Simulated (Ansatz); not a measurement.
Zincblende BeS was relaxed with r2SCAN, strained in 3 ways (changes of length per length), its atoms relaxed again with r2SCAN, and run with HSE06 in the plane-wave code Ansatz. Spin-unpolarised throughout; all numbers are computed.

Biaxial -0.5 % in x and y, z held. Input:
```yaml
crystal:
  lattice:
    - [0.0, 2.4221346992, 2.4343062304]
    - [2.4221346992, 0.0, 2.4343062304]
    - [2.4221346992, 2.4221346992, 0.0]
  atoms:
    - { symbol: Be, position: [0.0, 0.0, 0.0] }
    - { symbol: S, position: [0.25, 0.25, 0.25] }
kpoints:
  mp_grid: { grid: [6, 6, 6] }
  band_path:
    path:
      - [0.0, 0.0, 0.0]
      - [-0.5, -0.5, 0.0]
      - [-0.375, -0.375, 0.25]
      - [-0.375, 0.0, 0.375]
      - [0.0, 0.0, 0.5]
      - [-0.5, -0.25, 0.25]
      - [-0.0375, 0.0, 0.0375]
    npoints: 1
hamiltonian:
  xc: hse06
scf:
  occupations: { method: fixed }
  n_extra_bands: 4
output:
  forces: true
  stress: true
  eigenvalues: true
```

Main results, then levels in eV from the Fermi energy at the points of the path (names of the unstrained zone, bands numbered from 0):
```
Crystal: 2 atoms, lattice volume = 28.563 Å³
Basis set: ecut = 420 eV, 537 PW (Γ)
Symmetry: 8 space group operations
Space group: I-4m2 (ITA 119)
k-points: 30 of 216 (time reversal used)
Free energy (F): -997.771202 eV
Fermi energy:    4.685098 eV
--- Stress (GPa, compression-positive) ---
        0.234356       0.000000       0.000000
        0.000000       0.234356       0.000000
        0.000000       0.000000      -0.287075
  P = ⅓ Tr σ = 0.0605 GPa (0.605 kbar)
```
```tsv
point	band_1	band_2	band_3	band_4	band_5	band_6
Γ	-0.028	0.000	0.000	6.860	6.860	6.866
X	-5.565	-2.853	-2.853	4.080	5.990	14.474
U	-5.047	-4.443	-2.358	5.407	8.757	12.071
K	-5.018	-4.448	-2.402	5.359	8.688	12.063
L	-6.355	-1.155	-1.106	6.595	7.739	7.786
W	-4.710	-4.204	-3.605	7.572	9.320	9.828
(-0.037,0,0.037)	-0.331	-0.131	-0.032	6.798	6.917	7.023
```

HSE06 gives an indirect gap of 4.04 eV, from Γ to X (0, -1/2, -1/2); the least direct gap is 6.83 eV at Γ–K (0.10 of the way from Γ). (Strain can split the valleys, and only one was followed off the mesh: the true gap may be a little smaller.) The mean stress, +0.1 GPa, is small, and the program warns that its thresholds are loose for a hybrid's stress.

Q: Isotropic +3.17 % on every length gives these blocks instead:
```yaml
crystal:
  lattice:
    - [0.0, 2.5114737379, 2.5114737379]
    - [2.5114737379, 0.0, 2.5114737379]
    - [2.5114737379, 2.5114737379, 0.0]
  atoms:
    - { symbol: Be, position: [0.0, 0.0, 0.0] }
    - { symbol: S, position: [0.25, 0.25, 0.25] }
```
What comes out?

A:
```
Crystal: 2 atoms, lattice volume = 31.682 Å³
Basis set: ecut = 420 eV, 609 PW (Γ)
Symmetry: 24 space group operations
Space group: F-43m (ITA 216)
k-points: 16 of 216 (time reversal used)
Free energy (F): -997.683059 eV
Fermi energy:    3.545236 eV
--- Stress (GPa, compression-positive) ---
       -8.406532       0.000000       0.000000
        0.000000      -8.406532       0.000000
        0.000000       0.000000      -8.406532
  P = ⅓ Tr σ = -8.4065 GPa (-84.065 kbar)
```
```tsv
point	band_1	band_2	band_3	band_4	band_5	band_6
Γ	0.000	0.000	0.000	6.168	6.884	6.884
X	-4.982	-2.507	-2.507	4.273	6.020	13.613
U	-4.536	-3.857	-2.069	5.477	8.515	11.541
K	-4.536	-3.857	-2.069	5.477	8.515	11.541
L	-5.655	-0.976	-0.976	6.204	7.765	7.765
W	-4.279	-3.643	-3.098	7.455	9.304	9.381
(-0.037,0,0.037)	-0.291	-0.109	-0.016	6.310	6.933	6.981
```
HSE06 gives an indirect gap of 4.27 eV, from Γ to X; the least direct gap is 6.17 eV at Γ. The mean pressure is -8.4 GPa (compression positive), so HSE06 would shrink the cell's volume. (The program warns that its thresholds are loose for a hybrid's stress.)

Uniaxial -3.75 % along z, other directions held. These blocks change:
```yaml
crystal:
  lattice:
    - [0.0, 2.4343062304, 2.3430197467]
    - [2.4343062304, 0.0, 2.3430197467]
    - [2.4343062304, 2.4343062304, 0.0]
  atoms:
    - { symbol: Be, position: [0.0, 0.0, 0.0] }
    - { symbol: S, position: [0.25, 0.25, 0.25] }
```

```
Crystal: 2 atoms, lattice volume = 27.769 Å³
Basis set: ecut = 420 eV, 535 PW (Γ)
Symmetry: 8 space group operations
Space group: I-4m2 (ITA 119)
k-points: 30 of 216 (time reversal used)
Free energy (F): -997.755454 eV
Fermi energy:    5.142503 eV
--- Stress (GPa, compression-positive) ---
        1.742497       0.000000       0.000000
        0.000000       1.742497       0.000000
        0.000000       0.000000       5.478404
  P = ⅓ Tr σ = 2.9878 GPa (29.878 kbar)
```
```tsv
point	band_1	band_2	band_3	band_4	band_5	band_6
Γ	-0.202	-0.202	0.000	6.705	6.749	6.749
X	-5.631	-3.332	-3.332	3.659	5.558	14.576
U	-5.146	-4.752	-2.824	4.970	8.271	12.057
K	-5.370	-4.724	-2.488	5.347	8.813	11.971
L	-6.680	-1.484	-1.111	6.481	7.438	7.928
W	-4.981	-4.453	-3.853	7.280	8.952	9.591
(-0.037,0,0.037)	-0.466	-0.336	-0.088	6.672	6.794	6.946
```

HSE06 gives an indirect gap of 3.66 eV, from Γ to X; the least direct gap is 6.70 eV at Γ. (Of the valleys that strain may split, one alone was solved off the mesh, so this is an upper bound.) The mean pressure at these positions is +3.0 GPa, compression counted positive. (The program warns that its thresholds are loose for a hybrid's stress.)

The meshes of the hybrids are coarse, so their gaps aren't converged to the digits shown.
